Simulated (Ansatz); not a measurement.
## GaSb3 and its competing phases

Computed with DFT PBE, scalar-relativistic, plane waves, PAW in Ansatz 0.2.0. Settings: cutoff 420 eV, Γ-centred meshes spaced at most about 0.3 Å⁻¹, and about 0.25 Å⁻¹ or finer for metals (2π included), Gaussian smearing. No spin polarisation.

Formation energies are uncorrected and refer to the elements' standard structures at the same level.

Temperature and zero-point effects are left out. These runs have no spin–orbit coupling, which can matter for Sb.

The competitors are the elements and 2 reference phases of this chemical system (from databases or known types: GaSb, GaSb3), relaxed at the same level; other known phases may be missing.

The candidate was reached from: random cell.

```cif
data_structure
_symmetry_space_group_name_H-M 'Im-3m'
_symmetry_Int_Tables_number 229
_cell_length_a 6.0434
_cell_length_b 6.0434
_cell_length_c 6.0434
_cell_angle_alpha 90.000
_cell_angle_beta 90.000
_cell_angle_gamma 90.000
_cell_volume 220.72
loop_
_atom_site_label
_atom_site_type_symbol
_atom_site_symmetry_multiplicity
_atom_site_Wyckoff_symbol
_atom_site_fract_x
_atom_site_fract_y
_atom_site_fract_z
_atom_site_occupancy
Ga1 Ga 2 a 0.00000 0.00000 0.00000 1
Sb1 Sb 6 b 0.50000 0.00000 0.00000 1
```

Task: Into what would it decompose?

Result: Its formation energy is 0.070 eV/atom. The lowest competing mixture at this composition is this:

```tsv
phase	space group	source	share of atoms	ΔE_f (eV/atom)
Sb	-	element	0.5000	-0.0015
GaSb	F-43m (No. 216)	Materials Project	0.5000	-0.166
```

The lowest database cell of Sb (-0.0015) lies slightly below the reference, hence the non-zero entry.

The mixture lies at -0.084 eV/atom, and the candidate lies 154 meV/atom above it. The candidate matches no cell in the subsets of the Crystallography Open Database and the Materials Project at hand. It is metastable at best. Whether it is a true minimum wasn't tested by phonons. It holds Sb–Sb bonds in all directions (shortest 3.02 Å).
